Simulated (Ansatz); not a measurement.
# O started in the widest void in corundum Al2O3, 121 atoms, charge +1

Wanted: geometry, formation energy and gap levels of the defect, compared across PBEsol, HSE06 and r²SCAN.

Method: density functional theory in Ansatz 0.2.0, PAW datasets, plane waves.

## (1) The starting cell

121 atoms (48 Al, 73 O); a = 9.548 Å, b = 9.548 Å, c = 13.014 Å, α = 90.00°, β = 90.00°, γ = 120.00°. All atoms were shaken off their sites by about 0.02 Å along each axis; atoms next to an added one may be pushed further to make room. Defect site 1: (0.496, 0.490, 0.500). Starting moments add up to 1 μB.

The runs, in order: (2) PBEsol relaxation at the single k point (¼, ¼, ¼), on 1 × NVIDIA GB200 with 8 threads of Arm Neoverse-V2; (3) HSE06 single point at the single k point (¼, ¼, ¼), on 1 × NVIDIA GB200 with 8 threads of Arm Neoverse-V2; (4) r²SCAN single point at the single k point (¼, ¼, ¼), on 1 × NVIDIA GB200 with 8 threads of Arm Neoverse-V2.

## (2) Relaxing the atoms with PBEsol

Input file in.yaml:

```yaml
crystal:
  lattice:
    - [9.547862, 0.000000, 0.000000]
    - [-4.773931, 8.268691, 0.000000]
    - [0.000000, 0.000000, 13.013576]
  atoms:
    - { symbol: Al, position: [0.332477, 0.168803, 0.188857] }
    - { symbol: Al, position: [0.337515, 0.667879, 0.183195] }
    - { symbol: Al, position: [0.837427, 0.166134, 0.187411] }
    - { symbol: Al, position: [0.831806, 0.666605, 0.182817] }
    - { symbol: Al, position: [0.167403, 0.336421, 0.017777] }
    - { symbol: Al, position: [0.168802, 0.836829, 0.016895] }
    - { symbol: Al, position: [0.667194, 0.336497, 0.016478] }
    - { symbol: Al, position: [0.667491, 0.829116, 0.019858] }
    - { symbol: Al, position: [0.162784, 0.330763, 0.313078] }
    - { symbol: Al, position: [0.166210, 0.832743, 0.317591] }
    - { symbol: Al, position: [0.666684, 0.333270, 0.317539] }
    - { symbol: Al, position: [0.671337, 0.837930, 0.315362] }
    - { symbol: Al, position: [0.171278, 0.335321, 0.518590] }
    - { symbol: Al, position: [0.170660, 0.834531, 0.521928] }
    - { symbol: Al, position: [0.663442, 0.331286, 0.519612] }
    - { symbol: Al, position: [0.664354, 0.827086, 0.519229] }
    - { symbol: Al, position: [0.001261, 0.000786, 0.350699] }
    - { symbol: Al, position: [0.999320, 0.502317, 0.350015] }
    - { symbol: Al, position: [0.500177, 0.000619, 0.353315] }
    - { symbol: Al, position: [0.504048, 0.500452, 0.351115], spin: 0.111 }
    - { symbol: Al, position: [0.997779, 0.996902, 0.149403] }
    - { symbol: Al, position: [0.002670, 0.501347, 0.146137] }
    - { symbol: Al, position: [0.502951, 0.002658, 0.143555] }
    - { symbol: Al, position: [0.503148, 0.504827, 0.148444] }
    - { symbol: Al, position: [0.999378, 0.998589, 0.648559] }
    - { symbol: Al, position: [0.001824, 0.497888, 0.645848] }
    - { symbol: Al, position: [0.499530, 0.996394, 0.650310] }
    - { symbol: Al, position: [0.503892, 0.503841, 0.648791], spin: 0.111 }
    - { symbol: Al, position: [0.999558, 0.999701, 0.852754] }
    - { symbol: Al, position: [0.003744, 0.498269, 0.846888] }
    - { symbol: Al, position: [0.501469, 0.001893, 0.850761] }
    - { symbol: Al, position: [0.501920, 0.498904, 0.849308] }
    - { symbol: Al, position: [0.332470, 0.168105, 0.686138] }
    - { symbol: Al, position: [0.332570, 0.665183, 0.686223] }
    - { symbol: Al, position: [0.835842, 0.169562, 0.685011] }
    - { symbol: Al, position: [0.834207, 0.667815, 0.684002] }
    - { symbol: Al, position: [0.332064, 0.164531, 0.483254] }
    - { symbol: Al, position: [0.331955, 0.663233, 0.480143] }
    - { symbol: Al, position: [0.836215, 0.166119, 0.480129] }
    - { symbol: Al, position: [0.832809, 0.665414, 0.478766] }
    - { symbol: Al, position: [0.334179, 0.169347, 0.980397] }
    - { symbol: Al, position: [0.333605, 0.665948, 0.981256] }
    - { symbol: Al, position: [0.833711, 0.167311, 0.980894] }
    - { symbol: Al, position: [0.831036, 0.666368, 0.982864] }
    - { symbol: Al, position: [0.168857, 0.335891, 0.814603] }
    - { symbol: Al, position: [0.165779, 0.830510, 0.813232] }
    - { symbol: Al, position: [0.666753, 0.334790, 0.814127] }
    - { symbol: Al, position: [0.663999, 0.835013, 0.815985] }
    - { symbol: O, position: [0.149096, 0.000608, 0.249306] }
    - { symbol: O, position: [0.147285, 0.498080, 0.249175] }
    - { symbol: O, position: [0.654377, 0.002574, 0.251270] }
    - { symbol: O, position: [0.653746, 0.501701, 0.251545] }
    - { symbol: O, position: [0.334779, 0.013679, 0.083251] }
    - { symbol: O, position: [0.332998, 0.512043, 0.081852] }
    - { symbol: O, position: [0.830793, 0.015652, 0.083041] }
    - { symbol: O, position: [0.834504, 0.517996, 0.084027] }
    - { symbol: O, position: [0.003912, 0.152500, 0.251053] }
    - { symbol: O, position: [0.003597, 0.653073, 0.252908] }
    - { symbol: O, position: [0.499476, 0.150946, 0.251081] }
    - { symbol: O, position: [0.499159, 0.652059, 0.251086] }
    - { symbol: O, position: [0.350138, 0.352483, 0.249958] }
    - { symbol: O, position: [0.344592, 0.845942, 0.250330] }
    - { symbol: O, position: [0.841038, 0.343881, 0.249742] }
    - { symbol: O, position: [0.850181, 0.847960, 0.250227] }
    - { symbol: O, position: [0.181216, 0.168758, 0.081475] }
    - { symbol: O, position: [0.178344, 0.662359, 0.081661] }
    - { symbol: O, position: [0.679187, 0.164394, 0.084011] }
    - { symbol: O, position: [0.678527, 0.664225, 0.084745] }
    - { symbol: O, position: [0.183382, 0.015947, 0.582223] }
    - { symbol: O, position: [0.183244, 0.514031, 0.585404] }
    - { symbol: O, position: [0.680343, 0.011733, 0.582260] }
    - { symbol: O, position: [0.678032, 0.511956, 0.581056], spin: 0.111 }
    - { symbol: O, position: [0.164280, 0.179787, 0.415928] }
    - { symbol: O, position: [0.172001, 0.681768, 0.414409] }
    - { symbol: O, position: [0.662551, 0.177116, 0.414881] }
    - { symbol: O, position: [0.666627, 0.682313, 0.419222], spin: 0.111 }
    - { symbol: O, position: [0.011281, 0.330528, 0.416659] }
    - { symbol: O, position: [0.014234, 0.833963, 0.417339] }
    - { symbol: O, position: [0.509932, 0.330795, 0.419298], spin: 0.111 }
    - { symbol: O, position: [0.510860, 0.835018, 0.418622] }
    - { symbol: O, position: [0.014665, 0.180651, 0.916446] }
    - { symbol: O, position: [0.014730, 0.681323, 0.914243] }
    - { symbol: O, position: [0.516228, 0.179605, 0.918274] }
    - { symbol: O, position: [0.510709, 0.677660, 0.917063] }
    - { symbol: O, position: [0.000009, 0.344723, 0.749180] }
    - { symbol: O, position: [0.998415, 0.847183, 0.750045] }
    - { symbol: O, position: [0.500034, 0.348811, 0.750737] }
    - { symbol: O, position: [0.497522, 0.844885, 0.751005] }
    - { symbol: O, position: [0.486112, 0.320998, 0.084638] }
    - { symbol: O, position: [0.486831, 0.823262, 0.083601] }
    - { symbol: O, position: [0.983615, 0.314198, 0.081947] }
    - { symbol: O, position: [0.990325, 0.822434, 0.085435] }
    - { symbol: O, position: [0.488645, 0.169629, 0.584133] }
    - { symbol: O, position: [0.484029, 0.667085, 0.583044], spin: 0.111 }
    - { symbol: O, position: [0.987913, 0.169752, 0.582370] }
    - { symbol: O, position: [0.989510, 0.669369, 0.583010] }
    - { symbol: O, position: [0.335162, 0.319221, 0.585239], spin: 0.111 }
    - { symbol: O, position: [0.332062, 0.821151, 0.583350] }
    - { symbol: O, position: [0.830685, 0.315012, 0.582493] }
    - { symbol: O, position: [0.833739, 0.820364, 0.580411] }
    - { symbol: O, position: [0.318768, 0.484933, 0.416643], spin: 0.111 }
    - { symbol: O, position: [0.325764, 0.988435, 0.419261] }
    - { symbol: O, position: [0.817518, 0.484430, 0.417385] }
    - { symbol: O, position: [0.822463, 0.985477, 0.414975] }
    - { symbol: O, position: [0.318071, 0.331753, 0.916566] }
    - { symbol: O, position: [0.320548, 0.834589, 0.915503] }
    - { symbol: O, position: [0.817041, 0.333698, 0.914043] }
    - { symbol: O, position: [0.818263, 0.827572, 0.917994] }
    - { symbol: O, position: [0.347964, 0.000554, 0.751173] }
    - { symbol: O, position: [0.347013, 0.501431, 0.752629] }
    - { symbol: O, position: [0.848848, 0.001006, 0.750804] }
    - { symbol: O, position: [0.844015, 0.500539, 0.752761] }
    - { symbol: O, position: [0.155259, 0.153173, 0.749452] }
    - { symbol: O, position: [0.153917, 0.653016, 0.749184] }
    - { symbol: O, position: [0.654953, 0.154586, 0.748972] }
    - { symbol: O, position: [0.650634, 0.647981, 0.748614] }
    - { symbol: O, position: [0.170168, 0.491764, 0.915621] }
    - { symbol: O, position: [0.161034, 0.986391, 0.915398] }
    - { symbol: O, position: [0.665895, 0.483897, 0.916678] }
    - { symbol: O, position: [0.667641, 0.992441, 0.917040] }
    - { symbol: O, position: [0.495254, 0.489048, 0.501251], spin: 0.111 }
  symmetry: { detect: false }
kpoints:
  mp_grid: { grid: [1, 1, 1], shift: [0.25, 0.25, 0.25] }
hamiltonian:
  xc: pbesol
total_charge: 1
magnetization:
  spin_polarized: true
  initial_magnetization: 1
  spin_locking: { lock_magnetization: hard }
scf:
  occupations: { method: fermi_dirac, width: 0.01 }
relax:
  f_tol: 0.03
  max_steps: 80
  escape_saddle: false
  adjacent_minimum: "off"
output:
  forces: true
  eigenvalues: true
  populations: true
  charged_corrections: { epsilon: 10 }
```

On the command line:

```console
$ ansatz run in.yaml --threads 8 --pin off --max-ram 118750MiB --runs-dir r --events-out ev --progress --plain --backend cuda --devices 0, --max-vram 170GiB
```

After this run come: Single point with HSE06; r²SCAN on the same atoms.

**Question.** What will these runs give? Wanted: for each run, formation energy; host gap; top filled to lowest empty; moment.

The runs gave:

| level | time | formation energy (eV) | host gap (eV) | top filled to lowest empty (eV) | moment (μB) |
| --- | --- | --- | --- | --- | --- |
| PBEsol, relaxation | 7.3 s (GPU) | 4.74 | 6.03 | 0.54 | 1.00 |
| HSE06 | 45 s (GPU) | 4.99 | 8.00 | 2.38 | 1.00 |
| r²SCAN | 7 s (GPU) | 5.00 | 7.02 | 1.14 | 1.00 |

| quantity | value |
| --- | --- |
| relaxation | 6 recorded steps, 2.72 eV gained |
| largest shift | 0.16 Å (O76) |
| largest local moment | +0.64 μB on O |

**In words.** Relaxation gains 2.72 eV, with shifts up to 0.16 Å (O76). Part of this undoes the random shake of the start. The formation energy at E_F = VBM goes from 4.74 eV (PBEsol) to 5.00 eV (r²SCAN), as the host gap goes from 6.03 to 7.02 eV. The reservoirs are the elements' reference phases; where the defect changes the composition, the value depends on that choice. r²SCAN puts 5 localised levels over 0.1 eV inside the gap, at 0.14 (filled), 0.41 (filled), 1.55 (empty), 1.60 (empty) eV (the lowest four), the tightest of them shared by about 3 atoms. Those within 0.2 eV of an edge lie within the error of lining up the edges. The price of HSE06 is about 6.4 times the time of r²SCAN here. The host's edges were read at Γ, so band-like levels at this k point need not coincide with them. Finite-cell errors of some tenths of an eV remain in such numbers. The dielectric constant of 10 in the correction is an assumed value.
